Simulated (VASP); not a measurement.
# RbBr (Pm-3m) in VASP: further runs

One crystal, RbBr, is run at these levels: PBEsol; tasks: single point, relaxation of cell and atoms.

Everything below comes from runs of VASP 6.6.1. Logs are shortened: lines on timing, memory, paths and dates and some standing lists are left out, and cuts for length are marked.

## (1) The structure

The structure is cubic, space group Pm-3m (No. 221). Conventional cell: a = 4.070 Å, b = 4.070 Å, c = 4.070 Å, α = 90.00°, β = 90.00°, γ = 90.00°. Around Rb (site symmetry m-3m) lie 8 Br at 3.52 Å. Br (site symmetry m-3m) has 8 Rb at 3.52 Å as nearest neighbours.

The cell comes from a database or a generator and needn't be the stable form of this composition.

## (2) Single point, PBEsol

The input, INCAR:

```
SYSTEM = RbBr
ALGO = Normal
EDIFF = 1E-6
ENCUT = 520
GGA = PS
ISIF = 2
ISMEAR = 0
LASPH = .TRUE.
LCHARG = .FALSE.
LREAL = .FALSE.
LWAVE = .FALSE.
NBANDS = 15
NELM = 100
PREC = Accurate
SIGMA = 0.02
```

The input, KPOINTS:

```
k-points
0
G
  6 6 6
  0 0 0
```

The input, POSCAR:

```
RbBr
1.0
    4.0701685478      0.0000000000      0.0000000000
    0.0000000000      4.0701685478      0.0000000000
    0.0000000000      0.0000000000      4.0701685478
Rb Br
1 1
Direct
    0.0000000000      0.0000000000      0.0000000000
    0.5000000000      0.5000000000      0.5000000000
```

Potentials or basis: VASP PAW PBE potentials, release 64 (Rb_sv, Br).

On the command line:

```
cat potpaw_PBE.64/Rb_sv/POTCAR potpaw_PBE.64/Br/POTCAR > POTCAR
mpirun -np 1 vasp_std > vasp.out
```

OUTCAR:

```text
SYSTEM = RbBr
   EDIFF = 1E-6
   ENCUT = 520
   GGA = PS
   ISIF = 2
   ISMEAR = 0
   LASPH = .TRUE.
   LREAL = .FALSE.
   NELM = 100
   PREC = Accurate

 ion  position               nearest neighbor table
   1  0.000  0.000  0.000-   2 3.52   2 3.52   2 3.52   2 3.52   2 3.52   2 3.52   2 3.52   2 3.52

   2  0.500  0.500  0.500-   1 3.52   1 3.52   1 3.52   1 3.52   1 3.52   1 3.52   1 3.52   1 3.52

  LATTYP: Found a simple cubic cell.
 ALAT       =     4.0701685478

  Lattice vectors:

 A1 = (   4.0701685478,   0.0000000000,   0.0000000000)
 A2 = (   0.0000000000,   4.0701685478,   0.0000000000)
 A3 = (   0.0000000000,   0.0000000000,   4.0701685478)

Analysis of symmetry for initial positions (statically):
=====================================================================
 Subroutine PRICEL returns:
 Original cell was already a primitive cell.

 Routine SETGRP: Setting up the symmetry group for a
 simple cubic supercell.

 Subroutine GETGRP returns: Found 48 space group operations
 (whereof 48 operations were pure point group operations)
 out of a pool of 48 trial point group operations.

The static configuration has the point symmetry O_h .

Analysis of symmetry for dynamics (positions and initial velocities):
=====================================================================
 Subroutine PRICEL returns:
 Original cell was already a primitive cell.

 Routine SETGRP: Setting up the symmetry group for a
 simple cubic supercell.

 Subroutine GETGRP returns: Found 48 space group operations
 (whereof 48 operations were pure point group operations)
 out of a pool of 48 trial point group operations.

The dynamic configuration has the point symmetry O_h .

 Subroutine INISYM returns: Found 48 space group operations
 (whereof 48 operations are pure point group operations),
 and found     1 'primitive' translations

----------------------------------------------------------------------------------------

                                     Primitive cell

  volume of cell :      67.4275

  direct lattice vectors                    reciprocal lattice vectors
     4.070168548  0.000000000  0.000000000     0.245690071  0.000000000  0.000000000
     0.000000000  4.070168548  0.000000000     0.000000000  0.245690071  0.000000000
     0.000000000  0.000000000  4.070168548     0.000000000  0.000000000  0.245690071

  length of vectors
     4.070168548  4.070168548  4.070168548     0.245690071  0.245690071  0.245690071

  position of ions in fractional coordinates (direct lattice)
     0.000000000  0.000000000  0.000000000
     0.500000000  0.500000000  0.500000000

  ion indices of the primitive-cell ions
   primitive index   ion index
                 1           1
                 2           2

----------------------------------------------------------------------------------------

 KPOINTS: k-points

Automatic generation of k-mesh.
 Grid dimensions read from file:
 generate k-points for:    6    6    6

 Generating k-lattice:

  Cartesian coordinates                     Fractional coordinates (reciprocal lattice)
     0.040948345  0.000000000  0.000000000     0.166666667  0.000000000  0.000000000
     0.000000000  0.040948345  0.000000000     0.000000000  0.166666667  0.000000000
     0.000000000  0.000000000  0.040948345     0.000000000  0.000000000  0.166666667

  Length of vectors
     0.040948345  0.040948345  0.040948345

  Shift w.r.t. Gamma in fractional coordinates (k-lattice)
     0.000000000  0.000000000  0.000000000

 Subroutine IBZKPT returns following result:
 ===========================================

 Found     20 irreducible k-points:

 Following reciprocal coordinates:
            Coordinates               Weight
  0.000000  0.000000  0.000000      1.000000
  0.166667  0.000000  0.000000      6.000000
  0.333333  0.000000  0.000000      6.000000
  0.500000  0.000000  0.000000      3.000000
  0.166667  0.166667  0.000000     12.000000
  0.333333  0.166667  0.000000     24.000000
[... 12 lines left out ...]
  0.500000  0.500000  0.333333      6.000000
  0.500000  0.500000  0.500000      1.000000
   k-points           NKPTS =     20   k-points in BZ     NKDIM =     20   number of bands    NBANDS=     15
   number of dos      NEDOS =    301   number of ions     NIONS =      2
   total plane-waves  NPLWV =  27000
   dimension x,y,z NGX =    30 NGY =   30 NGZ =   30
   dimension x,y,z NGXF=    60 NGYF=   60 NGZF=   60
   ions per type =               1   1
   NGX,Y,Z   is equivalent  to a cutoff of  12.25, 12.25, 12.25 a.u.
   NGXF,Y,Z  is equivalent  to a cutoff of  24.51, 24.51, 24.51 a.u.
 SYSTEM =  RbBr
   PREC   = accura    normal or accurate (medium, high low for compatibility)
   ISTART =      0    job   : 0-new  1-cont  2-samecut
   ICHARG =      2    charge: 1-file 2-atom 10-const
   ISPIN  =      1    spin polarized calculation?
   LNONCOLLINEAR =      F non collinear calculations
   LSORBIT =      F    spin-orbit coupling
   LASPH  =      T    aspherical Exc in radial PAW
   ENCUT  =  520.0 eV  38.22 Ry    6.18 a.u.   7.57  7.57  7.57*2*pi/ulx,y,z
   NELM   =    100;   NELMIN=  2; NELMDL= -5     # of ELM steps
   EDIFF  = 0.1E-05   stopping-criterion for ELM
   LREAL  =      F    real-space projection
   EDIFFG = 0.1E-04   stopping-criterion for IOM
   NSW    =      0    number of steps for IOM
   IBRION =     -1    ionic relax: 0-MD 1-quasi-New 2-CG
   NFREE  =      0    steps in history (QN), initial steepest desc. (CG)
   ISIF   =      2    stress and relaxation
   ISYM   =      2    0-nonsym 1-usesym 2-fastsym
   POTIM  = 0.5000    time-step for ionic-motion
   TEBEG  =    0.0;   TEEND  =   0.0 temperature during run
   PSTRESS=    0.0 pullay stress
   NELECT =      16.0000    total number of electrons
   NUPDOWN=      -1.0000    fix difference up-down
   EMIN   =  10.00;   EMAX   =-10.00  energy-range for DOS
   EFERMI =   0.00;   METHOD = LEGACY
   ISMEAR =     0;   SIGMA  =   0.02  broadening in eV -4-tet -1-fermi 0-gaus
   EFERMI_NEDOS =   21; number of points for ismear=-14 and -15
   IALGO  =     38    algorithm
   IMIX   =      4    mixing-type and parameters
     AMIX     =   0.40;   BMIX     =  1.00
     AMIX_MAG =   1.60;   BMIX_MAG =  1.00
  volume/ion in A,a.u.               =      33.71       227.51
  Fermi-wavevector in a.u.,A,eV,Ry     =   1.013528  1.915290 13.976436  1.027239
  Thomas-Fermi vector in A             =   2.146702
   LORBIT       =      0    0 simple, 1 ext, 2 COOP (PROOUT), +10 PAW based schemes
   GGA     = PS    functional components
   LHFCALC =     F    Hartree Fock is set to
   AEXX    =    0.0000 exact exchange contribution
   IVDW    =     0    specifies the selected vdW correction
   LEPSILON=     F    determine dielectric tensor
   LRPA    =     F    only Hartree local field effects (RPA)
 non-spin polarized calculation
 Gauss-broadening in eV      SIGMA  =   0.02
  energy-cutoff  :      520.00
  volume of cell :       67.43
 maximum number of plane-waves:      1856
   NGX = 15   NGY = 15   NGZ = 15

 number of electron      15.9999998 magnetization

 Free energy of the ion-electron system (eV)
  ---------------------------------------------------
  ext. energy  EPLUGINS =         0.00000000
  ---------------------------------------------------
  free energy    TOTEN  =        -6.30094666 eV

  energy without entropy =       -6.30094666  energy(sigma->0) =       -6.30094666

 E-fermi :  -0.4017     XC(G=0):  -8.3004

 val. band max:       -0.5686201446   @ k =   0.5000   0.5000   0.0000
 cond. band min:       3.4707980193   @ k =   0.0000   0.0000   0.0000
 fundamental gap:      4.0394181639
 Fermi energy:        -0.4016885720

 k-point     1 :       0.0000    0.0000    0.0000
  band No.  band energies     occupation
      1     -25.5400      2.00000
      2     -13.2771      2.00000
      3      -9.5259      2.00000
      4      -9.5259      2.00000
      5      -9.5259      2.00000
      6      -0.7266      2.00000
      7      -0.7266      2.00000
      8      -0.7266      2.00000
      9       3.4708      0.00000
     10       4.8364      0.00000
     11       4.8364      0.00000
     12       9.4422      0.00000
     13       9.4422      0.00000
     14       9.4422      0.00000
     15      12.1978      0.00000

 k-point     2 :       0.1667    0.0000    0.0000
  band No.  band energies     occupation
      1     -25.5337      2.00000
      2     -13.2762      2.00000
      3      -9.5672      2.00000
      4      -9.5116      2.00000
      5      -9.5116      2.00000
      6      -1.2806      2.00000
      7      -0.7499      2.00000
      8      -0.7499      2.00000
      9       4.1634      0.00000
     10       5.0545      0.00000
     11       5.4879      0.00000
     12       9.3002      0.00000
     13       9.3002      0.00000
     14       9.6052      0.00000
     15      10.8295      0.00000

 k-point     3 :       0.3333    0.0000    0.0000
  band No.  band energies     occupation
      1     -25.5210      2.00000
      2     -13.2772      2.00000
      3      -9.6382      2.00000
      4      -9.4828      2.00000
      5      -9.4828      2.00000
      6      -2.1060      2.00000
      7      -0.7988      2.00000
      8      -0.7988      2.00000
      9       5.5319      0.00000
     10       5.6644      0.00000
     11       6.8016      0.00000
     12       8.9976      0.00000
     13       9.2326      0.00000
     14       9.2326      0.00000
     15      10.0123      0.00000

 k-point     4 :       0.5000    0.0000    0.0000
  band No.  band energies     occupation
      1     -25.5147      2.00000
      2     -13.2791      2.00000
      3      -9.6679      2.00000
      4      -9.4682      2.00000
      5      -9.4682      2.00000
      6      -2.4450      2.00000
      7      -0.8244      2.00000
      8      -0.8244      2.00000
      9       6.2216      0.00000
     10       6.5529      0.00000
     11       7.1882      0.00000
     12       8.0060      0.00000
     13       9.3816      0.00000
     14       9.3816      0.00000
     15      10.2922      0.00000
[... 235 lines left out ...]
 k-point    18 :       0.5000    0.3333    0.3333
  band No.  band energies     occupation
      1     -25.4810      2.00000
      2     -13.0106      2.00000
      3      -9.8142      2.00000
      4      -9.7361      2.00000
      5      -9.7076      2.00000
      6      -1.9279      2.00000
      7      -1.7808      2.00000
      8      -1.5734      2.00000
      9       6.4126      0.00000
     10       7.1476      0.00000
     11       7.1562      0.00000
     12       8.6233      0.00000
     13       8.6518      0.00000
     14       9.0767      0.00000
     15      11.7336      0.00000

 k-point    19 :       0.5000    0.5000    0.3333
  band No.  band energies     occupation
      1     -25.4755      2.00000
      2     -12.9723      2.00000
      3      -9.8109      2.00000
      4      -9.8109      2.00000
      5      -9.6988      2.00000
      6      -1.9518      2.00000
      7      -1.9518      2.00000
      8      -1.7378      2.00000
      9       6.5898      0.00000
     10       7.4783      0.00000
     11       7.4783      0.00000
     12       8.0461      0.00000
     13       9.3765      0.00000
     14       9.3765      0.00000
     15      11.7473      0.00000

 k-point    20 :       0.5000    0.5000    0.5000
  band No.  band energies     occupation
      1     -25.4701      2.00000
      2     -12.9410      2.00000
      3      -9.7842      2.00000
      4      -9.7842      2.00000
      5      -9.7842      2.00000
      6      -2.0401      2.00000
      7      -2.0401      2.00000
      8      -2.0401      2.00000
      9       7.6634      0.00000
     10       7.6634      0.00000
     11       7.6634      0.00000
     12       8.9242      0.00000
     13       8.9242      0.00000
     14       8.9242      0.00000
     15      11.8382      0.00000

------------------------ aborting loop because EDIFF is reached ----------------------------------------

  FORCE on cell =-STRESS in cart. coord.  units (eV):
  Direction    XX          YY          ZZ          XY          YZ          ZX
  --------------------------------------------------------------------------------------
  -------------------------------------------------------------------------------------
  Total        0.0313466      0.0313466      0.0313466     -0.0000000      0.0000000      0.0000000
  in kB        0.7448421      0.7448421      0.7448421     -0.0000000      0.0000000      0.0000000
  external PRESSURE =       0.7448421 kB  Pullay stress =       0.0000000 kB

 VOLUME and BASIS-vectors are now :
 -----------------------------------------------------------------------------
  energy-cutoff  :      520.00
  volume of cell :       67.43
      direct lattice vectors                 reciprocal lattice vectors
     4.070168548  0.000000000  0.000000000     0.245690071  0.000000000  0.000000000
     0.000000000  4.070168548  0.000000000     0.000000000  0.245690071  0.000000000
     0.000000000  0.000000000  4.070168548     0.000000000  0.000000000  0.245690071

 POSITION                                       TOTAL-FORCE (eV/Angst)
 -----------------------------------------------------------------------------------
      0.00000      0.00000      0.00000         0.000000      0.000000      0.000000
      2.03508      2.03508      2.03508         0.000000      0.000000      0.000000
 -----------------------------------------------------------------------------------
    total drift:                                0.000000      0.000000     -0.000000

  FREE ENERGIE OF THE ION-ELECTRON SYSTEM (eV)
  ---------------------------------------------------
  free  energy   TOTEN  =        -6.3009466555 eV

  energy  without entropy=       -6.3009466555  energy(sigma->0) =       -6.30094666
```

Wall time 8.8 s (1 thread of Intel Xeon 6975P-C (Granite Rapids), shared host); peak memory 0.17 GiB.

What came out:

```
Free energy            : -6.3009 eV
Pressure               : 0.1 GPa
Band gap on the k mesh : 4.04 eV, indirect (least direct gap 4.20 eV)
```

Levels at points of the mesh, in eV from the valence-band top:
```csv
k point,band 4,band 5,band 6,band 7,band 8,band 9,band 10,band 11,band 12,band 13
"(0.00, 0.00, 0.00)",-8.96,-8.96,-0.16,-0.16,-0.16,4.04,5.41,5.41,10.01,10.01
"(0.50, 0.00, 0.00)",-8.90,-8.90,-1.88,-0.26,-0.26,6.79,7.12,7.76,8.57,9.95
"(0.50, 0.50, 0.00)",-9.32,-8.86,-1.12,-1.12,0.00,5.19,6.12,7.92,7.92,10.96
"(0.50, 0.50, 0.50)",-9.22,-9.22,-1.47,-1.47,-1.47,8.23,8.23,8.23,9.49,9.49
```

Caveat: the PAW data sets were made with another functional, which shifts forces and pressure a little. A k mesh can miss the band edges.

[end of part 1 of 2]
